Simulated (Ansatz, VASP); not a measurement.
MgS in VASP and in Ansatz

```xyz
4
Lattice="4.0346 0.0000 0.0000 -2.0173 3.4941 0.0000 0.0000 0.0000 6.4323" Properties=species:S:1:pos:R:3 pbc="T T T"
S     2.0173    1.1647    5.6556
S     0.0000    2.3294    2.4394
Mg    0.0000    2.3294    6.4050
Mg    2.0173    1.1647    3.1888
```

The cell comes from a database or a generator and needn't be the stable form of this composition.

Alike in both runs: task single point; functional HSE(alpha, omega); k mesh 4 × 4 × 2; occupations fermi-dirac, width 0.05 eV; no spin polarisation.

```csv
,VASP,Ansatz
version,VASP 6.6.1,Ansatz 0.2.0
potentials or method,"VASP PAW PBE potentials, release 64 (S, Mg)",Ansatz PAW
plane-wave cutoff (eV),520,420
valence electrons in the cell,16,32
```

|  | VASP | Ansatz | Ansatz less VASP |
| --- | --- | --- | --- |
| gap on the k mesh at the Fermi level (eV) | 3.86 | 3.87 | +0.011 |
| least direct gap on the mesh (eV) | 3.86 | 3.87 | +0.011 |
| pressure (GPa) | 0.5 | 0.7 | +0.16 |
| largest component of the traceless stress (GPa) | 0.24 | 0.25 | +0.008 |
| rms of the force components (eV/Å) | 0.028 | 0.028 | -0.0006 |

Atom by atom the forces differ by 0.001 eV/Å (rms over components). The two sets of potentials don't hold the same shells in valence.

Caveats: the k mesh is coarse (spacing up to 0.49 Å⁻¹), so the values aren't converged, least of all with exact exchange; the PAW data sets were made with another functional, which shifts forces and pressure a little (VASP); the PAW data sets come from PBE, with cores solved anew for the run's functional, which leaves a small shift of forces and pressure (Ansatz); the thresholds are loose for stress (Ansatz).
